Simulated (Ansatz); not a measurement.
## The 4-layer graphene (ABC) between two gates

How do the bands of the 4-layer graphene (ABC) follow a displacement field between two gates?

Main program and level: Ansatz 0.2.0; plane-wave DFT, PBE-D3(BJ), Ansatz PAW, in the first sound run; inputs show where later runs differ.

Report form: the programs' logs are mostly left out.

## (1) Set-up

The cell holds 8 atoms: 8 C. Its edges and angles: a = 2.467 Å, b = 2.467 Å, c = 28.050 Å, α = 90.0°, β = 90.0°, γ = 120.0°. Regions: layer 1: graphene, 2 atoms (2 C); layer 2: graphene, 2 atoms (2 C); layer 3: graphene, 2 atoms (2 C); layer 4: graphene, 2 atoms (2 C). Vacuum lies along c.

## (2) Relaxation

The starting cell is a guess, so the in-plane lattice and the atoms are relaxed first, with the slab cut off from its images along the normal. The program lengthens the vector along the normal by itself, so c and the volume that it reports differ from the typed ones.

input.yaml reads:

```yaml
crystal:
  lattice:
    - [2.467, 0.0, 0.0]
    - [-1.2335, 2.1364846711, 0.0]
    - [0.0, 0.0, 28.05]
  atoms:
    - { symbol: C, position: [0.6666666667, 0.3333333333, 0.320855615] }
    - { symbol: C, position: [0.3333333333, 0.6666666667, 0.320855615] }
    - { symbol: C, position: [0.0, 0.0, 0.440285205] }
    - { symbol: C, position: [0.6666666667, 0.3333333333, 0.440285205] }
    - { symbol: C, position: [0.3333333333, 0.6666666667, 0.559714795] }
    - { symbol: C, position: [0.0, 0.0, 0.559714795] }
    - { symbol: C, position: [0.6666666667, 0.3333333333, 0.679144385] }
    - { symbol: C, position: [0.3333333333, 0.6666666667, 0.679144385] }
  periodic: [true, true, false]
kpoints:
  mp_grid: { grid: [18, 18, 1] }
hamiltonian:
  xc: pbe
  dispersion: d3bj
scf:
  occupations: { method: fermi_dirac, width: 0.05 }
  convergence: { dr2_threshold: 1.0e-09 }
relax:
  f_tol: 0.004
  max_steps: 90
  cell: {}
output:
  write_potential: true
  write_density: true
  volumetric_format: npy
```

Launch:

```bash
> ansatz run input.yaml --threads 4 --pin off --max-ram 6144MiB --backend cpu --events-out ev --progress --plain --runs-dir out
```

Run time: 23 s. Hardware: 4 threads of Arm Neoverse V2, shared host; peak memory 0.62 GiB.

The steps of the relaxation:

```tsv
step	energy less that of the first step (eV)	largest force component (eV/Å)	volume (Å³)
1	0.0000	0.0211	231.38
2	0.0002	0.0249	231.13
3	-0.0011	0.0110	231.01
4	-0.0012	0.0021	231.04
5	-0.0012	0.0002	231.04
6*	-0.0008	0.0002	231.04
```

Relaxation steps marked * repeat the geometry before them on a plane-wave basis chosen anew for their cell, so energy and pressure can jump there. Relaxation step 2 was tried and not accepted.

Forces are held to the 12 operations that the run works with; a distortion that breaks them can't arise in this run.

```tsv
cell as run	before	after	change
a (Å)	2.467	2.465	-0.1 %
b (Å)	2.467	2.465	-0.1 %
```

The atoms that moved most (Å, along periodic axes as changes of fractional coordinates times the final cell, across vacuum about the mean position):

```tsv
atom	dx	dy	dz	length
C2	0.000	0.000	-0.048	0.048
C7	0.000	0.000	0.048	0.048
C1	0.000	0.000	-0.047	0.047
C8	0.000	0.000	0.047	0.047
C5	0.000	0.000	0.012	0.012
C4	0.000	0.000	-0.012	0.012
C6	0.000	0.000	0.011	0.011
C3	0.000	0.000	-0.011	0.011
```

Numbers from this step:

| Quantity | Value |
| --- | --- |
| energy at zero smearing | -2008.5585 eV |

The lattice constant a goes from 2.467 to 2.465 Å.

## (3) Gated layer, displacement field 0

The slab is cut off from its images along the normal. Two sheets of opposite charge stand for the gates, so the stack stays neutral in a displacement field; barriers ahead of the sheets keep electrons from leaking to them. The uncharged case sets the zero.

The cell differs from the one that the last finished run ended in (c 43.900 → 50.145 Å).

input.yaml reads:

```yaml
crystal:
  lattice:
    - [2.4651663252, 0.0, 0.0]
    - [-1.2325831626, 2.1348966622, 0.0]
    - [0.0, 0.0, 50.145085946]
  atoms:
    - { symbol: C, position: [0.6666666667, 0.3333333333, 0.398852946] }
    - { symbol: C, position: [0.3333333333, 0.6666666667, 0.3988426707] }
    - { symbol: C, position: [0.0, 0.0, 0.4663729835] }
    - { symbol: C, position: [0.6666666667, 0.3333333333, 0.4663519175] }
    - { symbol: C, position: [0.3333333333, 0.6666666667, 0.5336480825] }
    - { symbol: C, position: [0.0, 0.0, 0.5336270165] }
    - { symbol: C, position: [0.6666666667, 0.3333333333, 0.6011573293] }
    - { symbol: C, position: [0.3333333333, 0.6666666667, 0.601147054] }
  periodic: [true, true, false]
  symmetry: { detect: true }
kpoints:
  mp_grid: { grid: [66, 66, 1] }
  band_path:
    path: [[0, 0, 0], [0.5, 0, 0], [0.33333333, 0.33333333, 0], [0, 0, 0]]
    npoints: 16
hamiltonian:
  xc: pbe
  dispersion: d3bj
scf:
  occupations: { method: fermi_dirac, width: 0.02585 }
  convergence: { dr2_threshold: 1.0e-10 }
output:
  forces: true
  eigenvalues: true
  dos: { projected: true, e_range: [-3, 3], de: 0.01 }
  write_potential: true
  write_density: true
  volumetric_format: npy
  elf: true
external_charges:
  - { charge: 0, barrier: 10, axis: 3, height: 33.645, sigma: 0.25 }
  - { charge: 0, barrier: 10, axis: 3, height: 16.5, sigma: 0.25 }
```

It took 1.7 min on 4 threads; peak memory 2.3 GiB; 6.6 min of CPU time.

This step gave:

```
energy at zero smearing                                                             : -2008.5586 eV
potential beyond the upper barrier and gate, less the barrier, from the Fermi level : 4.261 eV
```

The electron's electrostatic potential energy less the Fermi level oscillates, so the rows of the table below give means over windows of 2 Å about each position, cut where the curve ends. Its maxima inside the range that stand out by 2 % of the span (Å: eV): 21.7: -0.411, 25.1: -0.481, 28.4: -0.411. Its minima: 20.1: -8.12, 23.4: -8.14, 26.7: -8.14, 30.1: -8.12.

Running mean over a fixed 2.6 Å (it still follows the layers) of the planar mean; beyond a gate it holds the 10 eV model barrier. The electron's electrostatic potential energy less the Fermi level by z; means over each step:

z (Å), electron's electrostatic potential energy less the Fermi level (eV) and a bar from the least value:
```
        4       14.3 ##############################
        6       14.3 ##############################
        8       14.3 ##############################
       10       14.3 ##############################
       12       14.3 ##############################
       14       14.3 ##############################
       16       11.1 ##########################
       18        2.5 ##############
       20       -7.5 
       22       -4.1 #####
       24       -6.3 ##
       26       -5.7 ##
       28       -4.3 ####
       30       -7.4 
       32        1.6 #############
       34       10.6 #########################
       36       14.2 ##############################
       38       14.3 ##############################
       40       14.3 ##############################
       42       14.3 ##############################
       44       14.3 ##############################
       46       14.3 ##############################
```

The density of states has structure finer than the step of the table below, so its rows give means over 0.2 eV, whole bins alone (the curve runs from -3 to 1.99 eV). Peaks (eV: height): -2.52: 2.14, -2.31: 2.03, -2.11: 2.08, 1.41: 2.56, 1.65: 2.25, 1.86: 2.41.

Table of density of states by energy, zero at the Fermi level; means over each step:

energy (eV), density of states (states/eV a cell) and a bar:
```
     -2.8       1.59 #########################
     -2.6       1.84 #############################
     -2.4       1.80 ############################
     -2.2       1.78 ############################
     -2.0       1.44 ######################
     -1.8       1.09 #################
     -1.6       0.89 ##############
     -1.4       0.73 ###########
     -1.2       0.60 #########
     -1.0       0.48 #######
     -0.8       0.38 #####
     -0.6       0.28 ####
     -0.4       0.19 ##
     -0.2       0.08 
      0.0       0.05 
      0.2       0.07 
      0.4       0.18 ##
      0.6       0.29 ####
      0.8       0.42 ######
      1.0       0.57 ########
      1.2       0.81 ############
      1.4       1.52 ########################
      1.6       1.77 ############################
      1.8       1.90 ##############################
```

Projected DOS per atom over height of the atomic layer and energy from the Fermi level. Layers: C2 C2 C2 C2 from below.

Ten even steps from '0' (0.004 states/eV) to '9' (0.241 states/eV), each cell a mean:
```
9999
9889
6886
3443
2222
1111
1111
0000
0000
0000
0000
1111
1111
2222
3333
4444
5555
6776
9999
9889
8998
7777
```
Columns: height of the atomic layer (Å) from 20.0 to 30.1; rows upwards: energy from the Fermi level (eV) from -2.98 to 1.97.

Electronic bands along the path, in eV, zero at the Fermi level:

```tsv
point	band 13	band 14	band 15	band 16	band 17	band 18	band 19	band 20
Γ	-3.03	-3.03	-3.03	-3.03	4.04	4.33	5.50	7.14
halfway	-5.08	-5.06	-5.05	-5.04	5.93	6.23	6.93	7.10
M	-2.67	-2.51	-2.30	-2.11	1.40	1.64	1.85	1.96
halfway	-2.07	-1.92	-1.71	-1.52	1.31	1.45	1.56	1.58
K	-0.35	-0.33	-0.33	-0.01	-0.01	0.30	0.31	0.31
halfway	-6.01	-5.60	-5.08	-4.62	6.17	6.29	6.43	6.54
Γ	-3.03	-3.03	-3.03	-3.03	4.04	4.33	5.50	7.14
```

ELF in the ca plane at fractional y = 0.333, with atoms of C within 0.2 Å of it. It is the smooth field of the valence electrons, not physical close to the nuclei.

Ten even steps from '0' (0.00) to '9' (0.92), each cell a mean:
```
57887520147888630012444310025788753100000000
66436620157535640000111000026644664100000000
66115630156304641000000000036511564200000000
67557620147656640001121100026755763100000000
57887520036888630013565420015788753100000000
46776410025776520036899741014677642000000000
35565310024565420037999851013566531000000000
46776410035777520026888741014677642000000000
```
Columns run along c (16.0 Å, from fractional 0.38 to 0.70 of the cell), rows up along a (2.5 Å). Atoms in or near the plane, at fractional coordinates: C at (0.40, 0.67), C at (0.47, 0.67), C at (0.60, 0.67).

Electrostatic potential energy in the ca plane at fractional y = 0.333, with atoms of C within 0.2 Å of it. With pseudopotentials it is smooth inside the atoms' cores, unlike the true potential.

Values in eV, 5 rows by 16 columns, each cell a mean:
```
-17 -27  -1  -5 -35  -5  -1  -5  -4  -1 -11 -32  -2   0   2  10
-29 -43  -2  -8 -58  -9  -1  -3  -3  -1 -20 -51  -3   0   2  10
-16 -25  -1  -4 -33  -5  -1  -6  -4  -1 -10 -30  -2   0   2  10
 -7 -11  -1  -3 -13  -3  -1 -13  -9  -1  -5 -12  -1   0   2  10
 -7 -10  -1  -3 -13  -3  -1 -13  -9  -1  -5 -12  -1   0   2  10
```
Columns run along c (16.0 Å, from fractional 0.38 to 0.70 of the cell; values clipped at the 3rd and 97th percentile), rows up along a (2.5 Å). Atoms in or near the plane, at fractional coordinates: C at (0.40, 0.67), C at (0.47, 0.67), C at (0.60, 0.67).

Valence density in the ca plane at fractional y = 0.333, with atoms of C within 0.2 Å of it. It is the smooth field of the valence electrons, not physical close to the nuclei.

Ten even steps from '0' (0.0 e/Å³) to '9' (1.8 e/Å³), each cell a mean:
```
13774100002685200000222100001477410000000000
14895100013897200000011000001599510000000000
15996200013897300000000000001599510000000000
14895100013796200000111000001489510000000000
13674100002575200001233100001366310000000000
02442100001453100001486200001244210000000000
02442100001343100002597310000244200000000000
02453100001453100001475200001255210000000000
```
Columns run along c (16.0 Å, from fractional 0.38 to 0.70 of the cell), rows up along a (2.5 Å). Atoms in or near the plane, at fractional coordinates: C at (0.40, 0.67), C at (0.47, 0.67), C at (0.60, 0.67).

There is no gap.

## (4) Gated layer, displacement field 1.81 V/nm

Changes to input.yaml since step 3:

```diff
@@ -30,3 +30,2 @@
   eigenvalues: true
-  dos: { projected: true, e_range: [-3, 3], de: 0.01 }
   write_potential: true
@@ -34,5 +33,6 @@
   volumetric_format: npy
-  elf: true
 external_charges:
   - { charge: 0, barrier: 10, axis: 3, height: 33.645, sigma: 0.25 }
+  - { charge: -0.005263, axis: 3, height: 35.145, sigma: 0.5 }
   - { charge: 0, barrier: 10, axis: 3, height: 16.5, sigma: 0.25 }
+  - { charge: 0.005263, axis: 3, height: 15.0, sigma: 0.5 }
```

The job ended after 2.1 min (4 threads; peak memory 2 GiB; 8.2 min of CPU time).

Numbers from this step:

```
gap along the path                                                                  : 0.1866 eV
smallest direct gap along the path                                                  : 0.1866 eV
gap, the smaller of path and mesh                                                   : 0.1692 eV
potential beyond the upper barrier and gate, less the barrier, from the Fermi level : 5.114 eV
```

The electronic bands at the labelled points (eV, zero at the Fermi level of the run, which the smearing sets inside the gap):

```tsv
point	band 13	band 14	band 15	band 16	band 17	band 18	band 19	band 20
Γ	-3.01	-3.01	-2.90	-2.90	3.88	4.44	5.52	7.14
halfway	-5.15	-5.10	-5.03	-4.91	5.79	6.32	6.90	7.09
M	-2.71	-2.52	-2.31	-2.08	1.37	1.62	1.84	2.00
halfway	-2.11	-1.93	-1.71	-1.48	1.25	1.42	1.55	1.67
K	-0.43	-0.36	-0.25	-0.15	0.13	0.21	0.30	0.40
halfway	-6.03	-5.61	-5.09	-4.61	6.12	6.27	6.43	6.44
Γ	-3.01	-3.01	-2.90	-2.90	3.88	4.44	5.52	7.14
```

The gap, the smaller of path and mesh, is 0.169 eV.

## (5) Gated layer, displacement field -1.81 V/nm

Changes to input.yaml since step 4:

```diff
@@ -35,4 +35,4 @@
   - { charge: 0, barrier: 10, axis: 3, height: 33.645, sigma: 0.25 }
-  - { charge: -0.005263, axis: 3, height: 35.145, sigma: 0.5 }
+  - { charge: 0.005263, axis: 3, height: 35.145, sigma: 0.5 }
   - { charge: 0, barrier: 10, axis: 3, height: 16.5, sigma: 0.25 }
-  - { charge: 0.005263, axis: 3, height: 15.0, sigma: 0.5 }
+  - { charge: -0.005263, axis: 3, height: 15.0, sigma: 0.5 }
```

Elapsed: 2 min, on 4 threads; peak memory 2 GiB; 7.9 min of CPU time.

Electronic bands along the path, in eV, zero at the Fermi level of the run, which the smearing sets inside the gap:

(Unchanged from step 4.)

The gap, the smaller of path and mesh, is 0.169 eV.

## (6) Gated layer, displacement field 3.62 V/nm

Changes to input.yaml since step 5:

```diff
@@ -35,4 +35,4 @@
   - { charge: 0, barrier: 10, axis: 3, height: 33.645, sigma: 0.25 }
-  - { charge: 0.005263, axis: 3, height: 35.145, sigma: 0.5 }
+  - { charge: -0.010526, axis: 3, height: 35.145, sigma: 0.5 }
   - { charge: 0, barrier: 10, axis: 3, height: 16.5, sigma: 0.25 }
-  - { charge: -0.005263, axis: 3, height: 15.0, sigma: 0.5 }
+  - { charge: 0.010526, axis: 3, height: 15.0, sigma: 0.5 }
```

Elapsed: 2 min, on 4 threads; peak memory 2 GiB; 8.1 min of CPU time.

The gap, the smaller of path and mesh, is 0.170 eV.

## (7) Gated layer, displacement field -3.62 V/nm

Changes to input.yaml since step 6:

```diff
@@ -30,2 +30,3 @@
   eigenvalues: true
+  dos: { projected: true, e_range: [-3, 3], de: 0.01 }
   write_potential: true
@@ -33,6 +34,7 @@
   volumetric_format: npy
+  elf: true
 external_charges:
   - { charge: 0, barrier: 10, axis: 3, height: 33.645, sigma: 0.25 }
-  - { charge: -0.010526, axis: 3, height: 35.145, sigma: 0.5 }
+  - { charge: 0.010526, axis: 3, height: 35.145, sigma: 0.5 }
   - { charge: 0, barrier: 10, axis: 3, height: 16.5, sigma: 0.25 }
-  - { charge: 0.010526, axis: 3, height: 15.0, sigma: 0.5 }
+  - { charge: -0.010526, axis: 3, height: 15.0, sigma: 0.5 }
```

Elapsed: 2 min, on 4 threads; peak memory 2 GiB.

The density of states has structure finer than the step of the table below, so its rows give means over 0.1 eV, whole bins alone (the curve runs from -3 to 2.08 eV). Peaks (eV: height): -2.82: 2.11, -2.56: 2.01, -1.98: 1.93, 1.27: 1.87, 1.59: 2.24, 1.86: 1.99.

Table of density of states by energy, zero at the Fermi level of the run, which the smearing sets inside the gap; means over each step:

```tsv
energy (eV)	density of states (states/eV a cell)
-2.9	1.79
-2.8	1.92
-2.7	1.64
-2.6	1.75
-2.5	1.71
-2.4	1.64
-2.3	1.74
-2.2	1.54
-2.1	1.46
-2.0	1.61
-1.9	1.32
-1.8	1.13
-1.7	1.00
-1.6	0.901
-1.5	0.814
-1.4	0.736
-1.3	0.665
-1.2	0.601
-1.1	0.540
-1.0	0.482
-0.9	0.429
-0.8	0.377
-0.7	0.329
-0.6	0.271
-0.5	0.227
-0.4	0.180
-0.3	0.166
-0.2	0.0982
-0.1	0.122
0.0	0
0.1	0.101
0.2	0.0892
0.3	0.163
0.4	0.200
0.5	0.238
0.6	0.307
0.7	0.371
0.8	0.440
0.9	0.520
1.0	0.624
1.1	0.751
1.2	1.02
1.3	1.52
1.4	1.29
1.5	1.40
1.6	1.82
1.7	1.58
1.8	1.71
1.9	1.76
2.0	1.60
```

The gap, the smaller of path and mesh, is 0.170 eV.

[end of part 1 of 2]

[Logs are printed without paths, hosts, clocks, repeated set-up lines and the standing remarks that a program may print on its own settings, such as how far it seeks lower states.]

[Hosts, paths, dates, database ids (printed as entryN), source tags and the programs' standing remarks are cut or masked in the printed files.]

[Maps of the electrostatic potential energy from Ansatz leave out the sawtooth potential of an applied field or a dipole correction, so their vacuum need not be flat; planar profiles and work functions include it.]

[The density of states shown here was stored with 400 of the rows of the run's finer table, so its peaks can read low, often by over a quarter, or be missed, and its means over a window can be off by a tenth or more.]
